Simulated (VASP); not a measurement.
# SiC (P6_3/mmc) in VASP: a series of runs

One crystal, SiC, is run at these levels: r2SCAN; tasks: single point, relaxation of cell and atoms.

All numbers are computed with VASP 6.6.1; they aren't measurements. Logs are shortened: lines on timing, memory, paths and dates and some standing lists are left out, and cuts for length are marked.

## Step 1: The structure

It takes space group P6_3/mmc (No. 194, hexagonal). Conventional cell: a = 3.139 Å, b = 3.139 Å, c = 4.916 Å, α = 90.00°, β = 90.00°, γ = 120.00°. Around Si (site symmetry -6m2) lie 3 C at 1.81 Å. C (site symmetry -6m2) has 3 Si at 1.81 Å as nearest neighbours.

Measurements of this composition are mostly on another form, of space group No. 186.

## Step 2: Single point, r2SCAN

POSCAR

```
SiC
1.0
    3.1388053239      0.0000000000      0.0000000000
   -1.5694026619      2.7182851480      0.0000000000
    0.0000000000      0.0000000000      4.9162076625
Si C
2 2
Direct
    0.3333333333      0.6666666667      0.0000000000
    0.6666666667      0.3333333333      0.5000000000
    0.3333333333      0.6666666667      0.5000000000
    0.6666666667      0.3333333333      1.0000000000
```

INCAR.step1

```
SYSTEM = SiC
ALGO = Normal ; EDIFF = 1E-4
ENCUT = 520 ; GGA = PE
ISMEAR = 0 ; LASPH = .TRUE.
LCHARG = .FALSE. ; LREAL = .FALSE.
LWAVE = .TRUE. ; NBANDS = 16
NELM = 100 ; PREC = Accurate
SIGMA = 0.1
```

INCAR.step2

```
SYSTEM = SiC
ALGO = Normal ; EDIFF = 1E-7
ENCUT = 520 ; ISIF = 2
ISMEAR = 0 ; ISTART = 1
LASPH = .TRUE. ; LCHARG = .FALSE.
LMIXTAU = .TRUE. ; LREAL = .FALSE.
LWAVE = .FALSE. ; METAGGA = R2SCAN
NBANDS = 16 ; NELM = 100
PREC = Accurate ; SIGMA = 0.1
```

KPOINTS

```
k-points
0
G
  9 9 4
  0 0 0
```

Potentials or basis: VASP PAW PBE potentials, release 64 (Si, C).

Run with:

```bash
cat potpaw_PBE.64/Si/POTCAR potpaw_PBE.64/C/POTCAR > POTCAR
cp INCAR.step1 INCAR
mpirun -np 1 vasp_std > vasp.out
cp INCAR.step2 INCAR
mpirun -np 1 vasp_std > vasp.out
```

OUTCAR:

```text
SYSTEM = SiC
   EDIFF = 1E-7
   ENCUT = 520
   ISIF = 2
   ISMEAR = 0
   ISTART = 1
   LASPH = .TRUE.
   LREAL = .FALSE.
   METAGGA = R2SCAN
   NELM = 100
   PREC = Accurate

 ion  position               nearest neighbor table
   1  0.333  0.667  0.000-   4 1.81   4 1.81   4 1.81   3 2.46   3 2.46   2 3.05   2 3.05   2 3.05
                             2 3.05   2 3.05   2 3.05
   2  0.667  0.333  0.500-   3 1.81   3 1.81   3 1.81   4 2.46   4 2.46   1 3.05   1 3.05   1 3.05
                             1 3.05   1 3.05   1 3.05
   3  0.333  0.667  0.500-   2 1.81   2 1.81   2 1.81   1 2.46   1 2.46
   4  0.667  0.333  0.000-   1 1.81   1 1.81   1 1.81   2 2.46   2 2.46

  LATTYP: Found a hexagonal cell.
 ALAT       =     3.1388053239
 C/A-ratio  =     1.5662671479

  Lattice vectors:

 A1 = (   3.1388053239,   0.0000000000,   0.0000000000)
 A2 = (  -1.5694026619,   2.7182851480,   0.0000000000)
 A3 = (   0.0000000000,   0.0000000000,   4.9162076625)

Analysis of symmetry for initial positions (statically):
=====================================================================
 Subroutine PRICEL returns:
 Original cell was already a primitive cell.

 Routine SETGRP: Setting up the symmetry group for a
 hexagonal supercell.

 Subroutine GETGRP returns: Found 24 space group operations
 (whereof 12 operations were pure point group operations)
 out of a pool of 24 trial point group operations.

The static configuration has the point symmetry D_3h.
 The point group associated with its full space group is D_6h.

Analysis of symmetry for dynamics (positions and initial velocities):
=====================================================================
 Subroutine PRICEL returns:
 Original cell was already a primitive cell.

 Routine SETGRP: Setting up the symmetry group for a
 hexagonal supercell.

 Subroutine GETGRP returns: Found 24 space group operations
 (whereof 12 operations were pure point group operations)
 out of a pool of 24 trial point group operations.

The dynamic configuration has the point symmetry D_3h.
 The point group associated with its full space group is D_6h.

 Subroutine INISYM returns: Found 24 space group operations
 (whereof 12 operations are pure point group operations),
 and found     1 'primitive' translations

----------------------------------------------------------------------------------------

                                     Primitive cell

  volume of cell :      41.9459

  direct lattice vectors                    reciprocal lattice vectors
     3.138805324  0.000000000  0.000000000     0.318592553  0.183939496  0.000000000
    -1.569402662  2.718285148  0.000000000     0.000000000  0.367878992  0.000000000
     0.000000000  0.000000000  4.916207662     0.000000000  0.000000000  0.203408820

  length of vectors
     3.138805324  3.138805324  4.916207662     0.367878992  0.367878992  0.203408820

  position of ions in fractional coordinates (direct lattice)
     0.333333333  0.666666667  0.000000000
     0.666666667  0.333333333  0.500000000
     0.333333333  0.666666667  0.500000000
     0.666666667  0.333333333  0.000000000

  ion indices of the primitive-cell ions
   primitive index   ion index
                 1           1
                 2           2
                 3           3
                 4           4

----------------------------------------------------------------------------------------

 KPOINTS: k-points

Automatic generation of k-mesh.
 Grid dimensions read from file:
 generate k-points for:    9    9    4

 Generating k-lattice:

  Cartesian coordinates                     Fractional coordinates (reciprocal lattice)
     0.035399173  0.020437722  0.000000000     0.111111111 -0.000000000  0.000000000
     0.000000000  0.040875444  0.000000000     0.000000000  0.111111111  0.000000000
     0.000000000  0.000000000  0.050852205     0.000000000  0.000000000  0.250000000

  Length of vectors
     0.040875444  0.040875444  0.050852205

  Shift w.r.t. Gamma in fractional coordinates (k-lattice)
     0.000000000  0.000000000  0.000000000

 Subroutine IBZKPT returns following result:
 ===========================================

 Found     36 irreducible k-points:

 Following reciprocal coordinates:
            Coordinates               Weight
  0.000000  0.000000  0.000000      1.000000
  0.111111  0.000000  0.000000      6.000000
  0.222222  0.000000  0.000000      6.000000
  0.333333 -0.000000  0.000000      6.000000
  0.444444  0.000000  0.000000      6.000000
  0.111111  0.111111  0.000000      6.000000
[... 16 lines left out ...]
  0.333333  0.222222  0.250000     24.000000
  0.333333  0.333333  0.250000      4.000000
 [... further k-points ...]
   k-points           NKPTS =     36   k-points in BZ     NKDIM =     36   number of bands    NBANDS=     16
   number of dos      NEDOS =    301   number of ions     NIONS =      4
   total plane-waves  NPLWV =  23040
[... 68 lines left out ...]
 cond. band min:      10.5337961441   @ k =   0.4444   0.0000   0.0000
 fundamental gap:      0.1196348790
 Fermi energy:        10.4299354329

 k-point     1 :       0.0000    0.0000    0.0000
  band No.  band energies     occupation
      1      -8.3279      2.00000
      2      -4.6921      2.00000
      3       0.1911      2.00000
      4       5.6223      2.00000
      5       5.6223      2.00000
      6       6.9889      2.00000
[... 8 lines left out ...]
     15      17.3017      0.00000
     16      18.7527      0.00000

 k-point     2 :       0.1111    0.0000    0.0000
  band No.  band energies     occupation
      1      -8.1146      2.00000
      2      -4.5124      2.00000
      3       0.4075      2.00000
      4       4.5551      2.00000
      5       5.3083      2.00000
      6       6.2898      2.00000
[... 8 lines left out ...]
     15      17.2304      0.00000
     16      19.8489      0.00000

 k-point     3 :       0.2222    0.0000    0.0000
  band No.  band energies     occupation
      1      -7.4860      2.00000
      2      -4.0074      2.00000
      3       1.0454      2.00000
      4       2.4553      2.00000
      5       4.6747      2.00000
      6       4.6891      2.00000
[... 8 lines left out ...]
     15      18.5877      0.00000
     16      18.9099      0.00000

 k-point     4 :       0.3333   -0.0000    0.0000
  band No.  band energies     occupation
      1      -6.4903      2.00000
      2      -3.3647      2.00000
      3       0.4531      2.00000
      4       2.0546      2.00000
      5       2.8752      2.00000
      6       4.1098      2.00000
[... 8 lines left out ...]
     15      18.2670      0.00000
     16      19.5461      0.00000

 k-point     5 :       0.4444    0.0000    0.0000
  band No.  band energies     occupation
      1      -5.3385      2.00000
      2      -3.3281      2.00000
      3      -0.4023      2.00000
      4       1.3519      2.00000
      5       3.1953      2.00000
      6       3.7952      2.00000
[... 8 lines left out ...]
     15      18.9498      0.00000
     16      19.3646      0.00000

 k-point     6 :       0.1111    0.1111    0.0000
  band No.  band energies     occupation
      1      -7.6933      2.00000
      2      -4.1687      2.00000
      3       0.8351      2.00000
      4       3.2110      2.00000
      5       4.4335      2.00000
      6       5.4737      2.00000
[... 8 lines left out ...]
     15      17.7037      0.00000
     16      18.4031      0.00000
[... 267 lines left out ...]
 k-point    21 :       0.4444    0.1111    0.2500
  band No.  band energies     occupation
      1      -4.6462      2.00000
      2      -3.5003      2.00000
      3      -0.7724      2.00000
      4       0.3355      2.00000
      5       3.1188      2.00000
      6       4.7112      2.00000
[... 8 lines left out ...]
     15      20.0340      0.00000
     16      22.0642      0.00000

 k-point    22 :       0.2222    0.2222    0.2500
  band No.  band energies     occupation
      1      -5.6148      2.00000
      2      -3.6709      2.00000
      3       0.2947      2.00000
      4       1.7110      2.00000
      5       2.7846      2.00000
      6       4.0389      2.00000
[... 8 lines left out ...]
     15      17.6633      0.00000
     16      20.9459      0.00000

 k-point    23 :       0.3333    0.2222    0.2500
  band No.  band energies     occupation
      1      -4.5328      2.00000
      2      -3.3572      2.00000
      3      -0.3193      2.00000
      4       0.7113      2.00000
      5       1.8404      2.00000
      6       3.5173      2.00000
[... 8 lines left out ...]
     15      19.3000      0.00000
     16      21.0783      0.00000

 k-point    24 :       0.3333    0.3333    0.2500
  band No.  band energies     occupation
      1      -3.6970      2.00000
      2      -3.6970      2.00000
      3       0.2782      2.00000
      4       0.2782      2.00000
      5       0.9765      2.00000
      6       2.8283      2.00000
[... 8 lines left out ...]
     15      19.1227      0.00000
     16      20.7225      0.00000

 [... further k-points ...]
[... 5 lines left out ...]
  --------------------------------------------------------------------------------------
  -------------------------------------------------------------------------------------
  Total       -0.0954210     -0.0954210      0.0140646     -0.0000000     -0.0000000      0.0000000
  in kB       -3.6447252     -3.6447252      0.5372135     -0.0000000     -0.0000000      0.0000000
  external PRESSURE =      -2.2507456 kB  Pullay stress =       0.0000000 kB

 VOLUME and BASIS-vectors are now :
 -----------------------------------------------------------------------------
  energy-cutoff  :      520.00
  volume of cell :       41.95
      direct lattice vectors                 reciprocal lattice vectors
     3.138805324  0.000000000  0.000000000     0.318592553  0.183939496  0.000000000
    -1.569402662  2.718285148  0.000000000     0.000000000  0.367878992  0.000000000
     0.000000000  0.000000000  4.916207662     0.000000000  0.000000000  0.203408820

 POSITION                                       TOTAL-FORCE (eV/Angst)
 -----------------------------------------------------------------------------------
     -0.00000      1.81219      0.00000        -0.000000      0.000000      0.000000
      1.56940      0.90610      2.45810         0.000000     -0.000000      0.000000
     -0.00000      1.81219      2.45810         0.000000      0.000000      0.000000
      1.56940      0.90610      0.00000        -0.000000     -0.000000      0.000000
 -----------------------------------------------------------------------------------
    total drift:                               -0.000000      0.000000     -0.000000

  FREE ENERGIE OF THE ION-ELECTRON SYSTEM (eV)
  ---------------------------------------------------
  free  energy   TOTEN  =       -36.6948186230 eV

  energy  without entropy=      -36.6942745123  energy(sigma->0) =      -36.69454657
```

It took 1.8 min on 1 thread of AMD EPYC 7R43 (Zen 3), shared host; peak memory 0.14 GiB.

What came out:

* Free energy: -36.6948 eV
* Pressure: -0.2 GPa
* Band gap on the k mesh: 0.12 eV, indirect (least direct gap 1.80 eV)

Caveat: the PAW data sets were made with another functional, which shifts forces and pressure a little; an odd mesh through Γ misses points on the zone boundary, where band edges often lie.

## Step 3: Relaxation of cell and atoms, r2SCAN

This run uses another cell than the first one, of 10.34 Å³/atom, 0.986 times its volume.

POSCAR

```
SiC
1.0
    3.0760000000      0.0000000000      0.0000000000
   -1.5380000000      2.6638941420      0.0000000000
    0.0000000000      0.0000000000      5.0480000000
Si C
2 2
Direct
    0.3333333333      0.6666666667      0.0000000000
    0.6666666667      0.3333333333      0.5000000000
    0.3333333333      0.6666666667      0.5000000000
    0.6666666667      0.3333333333      1.0000000000
```

INCAR.step1

```
  PREC = Accurate
  ENCUT = 600
  ISMEAR = 0
  SIGMA = 0.1
  LREAL = F
  LASPH = T
  NELM = 100
  GGA = PE
  ALGO = Normal
  EDIFF = 1E-4
  LWAVE = T
  LCHARG = F
```

INCAR.step2

```
  PREC = Accurate
  ENCUT = 600
  EDIFF = 1E-6
  ISMEAR = 0
  SIGMA = 0.1
  LREAL = F
  LASPH = T
  NELM = 100
  ALGO = Normal
  ISIF = 3
  LWAVE = F
  LCHARG = F
  METAGGA = R2SCAN
  LMIXTAU = T
  IBRION = 2
  NSW = 100
  EDIFFG = -0.05
  ISTART = 1
```

KPOINTS

```
regular mesh
0
Gamma
  9 9 4
```

Potentials or basis: VASP PAW PBE potentials, release 64 (Si, C).

Run with:

```bash
cat potpaw_PBE.64/Si/POTCAR potpaw_PBE.64/C/POTCAR > POTCAR
cp INCAR.step1 INCAR
mpirun -np 1 vasp_std > vasp.out
cp INCAR.step2 INCAR
mpirun -np 1 vasp_std > vasp.out
```

Run time: 5 min. Hardware: 1 thread of AMD EPYC 7R43 (Zen 3), shared host; peak memory 0.15 GiB.

The run converged. Its results:

```yaml
Free_energy: -36.6959 eV
Relaxed_volume: 10.69 Å³/atom
Relaxed_cell: a = 3.127 Å, b = 3.127 Å, c = 5.049 Å, α = 90.00°, β = 90.00°, γ = 120.00°
Space_group_after_relaxing_to_0.05_Å: P6_3/mmc (No. 194)
Energy_gained_by_relaxing: 14.9 meV/atom
Ionic_steps: 5
Pressure_after_relaxing: -0.2 GPa
Band_gap_on_the_k_mesh: 0.65 eV, indirect (least direct gap 2.46 eV)
```

Stress tensor (GPa, compression positive):
```
 0.06  0.00  0.00
 0.00  0.06  0.00
 0.00  0.00 -0.75
```

Step by step:
| step | energy change (eV) | largest force (eV/Å) | pressure (GPa) | volume (Å³) |
| --- | --- | --- | --- | --- |
| 1 | 0.0000 | 0.0000 | 10.18 | 41.36 |
| 2 | 0.0939 | 0.0000 | -14.30 | 45.40 |
| 3 | -0.0592 | 0.0000 | -0.42 | 42.86 |
| 4 | -0.0592 | 0.0000 | -0.22 | 42.83 |
| 5 | -0.0597 | 0.0000 | -0.21 | 42.75 |

Final structure:
```xyz
4
Lattice="3.1270 0.0000 0.0000 -1.5635 2.7081 0.0000 0.0000 0.0000 5.0486" Properties=species:S:1:pos:R:3 pbc="T T T"
Si    0.0000    1.8054    0.0000
Si    1.5635    0.9027    2.5243
C     0.0000    1.8054    2.5243
C     1.5635    0.9027    0.0000
```

Levels at points of the mesh, in eV from the valence-band top:
```csv
k point,band 4,band 5,band 6,band 7,band 8,band 9,band 10,band 11,band 12
"(0.00, 0.00, 0.00)",-4.35,-4.35,-3.18,-3.18,0.00,2.46,3.94,4.67,4.67
"(0.00, 0.00, 0.50)",-5.48,-3.80,-3.80,-3.80,-3.80,3.73,3.73,5.24,5.24
```

Caveat: the PAW data sets were made with another functional, which shifts forces and pressure a little; an odd mesh through Γ misses points on the zone boundary, where band edges often lie; the relaxation stopped at a loose force limit of 0.05 eV/Å, so its end isn't a converged minimum.

## Step 4: Single point, r2SCAN

This run uses another cell than the first one, of 10.52 Å³/atom, 1.003 times its volume.

POSCAR

```
SiC
1.0
    3.1368021721      0.0000000000      0.0000000000
   -1.5684010860      2.7165503677      0.0000000000
    0.0000000000      0.0000000000      4.9370331223
Si C
2 2
Direct
    0.3333333333      0.6666666667      0.0000000000
    0.6666666667      0.3333333333      0.5000000000
    0.3333333333      0.6666666667      0.5000000000
    0.6666666667      0.3333333333      1.0000000000
```

INCAR.step1

```
SYSTEM = SiC
ALGO = Normal
EDIFF = 1E-4
ENCUT = 520
GGA = PE
ISMEAR = 0
LASPH = .TRUE.
LCHARG = .FALSE.
LREAL = .FALSE.
LWAVE = .TRUE.
NBANDS = 16
NELM = 100
PREC = Accurate
SIGMA = 0.01
```

INCAR.step2

```
SYSTEM = SiC
ALGO = Normal
EDIFF = 1E-6
ENCUT = 520
ISIF = 2
ISMEAR = 0
ISTART = 1
LASPH = .TRUE.
LCHARG = .FALSE.
LMIXTAU = .TRUE.
LREAL = .FALSE.
LWAVE = .FALSE.
METAGGA = R2SCAN
NBANDS = 16
NELM = 100
PREC = Accurate
SIGMA = 0.01
```

KPOINTS

```
k-points
0
G
  18 18 10
  0 0 0
```

Run with:

```bash
cat potpaw_PBE.64/Si/POTCAR potpaw_PBE.64/C/POTCAR > POTCAR
cp INCAR.step1 INCAR
mpirun -np 1 vasp_std > vasp.out
cp INCAR.step2 INCAR
mpirun -np 1 vasp_std > vasp.out
```

Run time: 4.8 min. Hardware: 1 thread of Intel Xeon Platinum 8488C (Sapphire Rapids), shared host; peak memory 0.25 GiB.

The run converged. Its results:

```yaml
Free_energy: -36.6913 eV
Pressure: -0.2 GPa
Band_gap_on_the_k_mesh: 0.13 eV, indirect (least direct gap 1.90 eV)
```

Stress tensor (GPa, compression positive):
```
-0.38  0.00  0.00
 0.00 -0.38  0.00
 0.00  0.00  0.11
```

Levels at points of the mesh, in eV from the valence-band top:
| k point | band 6 | band 7 | band 8 | band 9 | band 10 | band 11 |
| --- | --- | --- | --- | --- | --- | --- |
| (0.00, 0.00, 0.00) | -3.39 | -3.39 | 0.00 | 1.90 | 3.97 | 4.26 |
| (0.50, 0.00, 0.00) | -6.59 | -4.58 | -4.35 | 0.13 | 3.38 | 4.31 |
| (0.00, 0.00, 0.50) | -4.11 | -4.11 | -4.11 | 3.27 | 3.27 | 4.86 |
| (0.50, 0.00, 0.50) | -5.73 | -3.24 | -3.24 | 1.57 | 1.57 | 1.99 |

Caveat: the PAW data sets were made with another functional, which shifts forces and pressure a little.

## Step 5: Overview

```csv
task,cell,k mesh,cutoff (eV),smearing,gap on the mesh (eV),pressure (GPa)
single point,"P6_3/mmc, 10.49 Å³/atom",9 × 9 × 4,520,gaussian 0.1 eV,0.12,-0.2
relaxation of cell and atoms,relaxed,9 × 9 × 4,600,gaussian 0.1 eV,0.65,-0.2
single point,"P6_3/mmc, 10.52 Å³/atom",18 × 18 × 10,520,gaussian 0.01 eV,0.13,-0.2
```

Alike in all rows: level r2SCAN; potentials or basis VASP PAW PBE potentials, release 64 (Si, C); no spin polarisation.

Caveats: the PAW data sets were made with another functional, which shifts forces and pressure a little; an odd mesh through Γ misses points on the zone boundary, where band edges often lie (some runs); the relaxation stopped at a loose force limit of 0.05 eV/Å, so its end isn't a converged minimum (some runs).

Absolute energies hang on the potentials; compare differences alone.
